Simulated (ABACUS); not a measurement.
CsPbBr3:

```xyz
5
Lattice="5.8700 0.0000 0.0000 0.0000 5.8700 0.0000 0.0000 0.0000 5.8700" Properties=species:S:1:pos:R:3 pbc="T T T"
Pb    2.9350    2.9350    2.9350
Cs    0.0000    0.0000    0.0000
Br    2.9350    2.9350    0.0000
Br    2.9350    0.0000    2.9350
Br    0.0000    2.9350    2.9350
```

Measurements of this composition are mostly on another form, of space group No. 62.

Base run:

| Property | Result |
| --- | --- |
| Program | ABACUS 3.10.1 |
| Functional | PBEsol |
| Potentials or basis | PseudoDojo NC SR 0.4 PBEsol stringent |
| Cutoff | 1211 eV |
| Density cutoff | 4844 eV |
| Basis | plane waves |
| k mesh | 4 × 4 × 4 |
| Occupations | fermi-dirac, width 0.05 eV |
| Spin | no spin polarisation |

Its results: band gap on the k mesh 1.43 eV, direct; pressure 0.1 GPa.

Problem. The run is repeated on the same cell with these changes: functional from PBEsol to LDA; potentials or basis from PseudoDojo NC SR 0.4 PBEsol stringent to PseudoDojo NC SR 0.4.1 LDA standard; cutoff from 1211 eV to 776 eV; density cutoff from 4844 eV to 3102 eV; valence electrons from 82 to 44. What comes out?

Solution. Band gap on the k mesh 1.38 eV, direct; pressure -1.1 GPa.

Caveats: spin-orbit coupling is left out, which as a rule narrows the gap of such compounds by several tenths of an eV.

A k mesh can miss the band edges.

Not every run made on this cell is shown here.
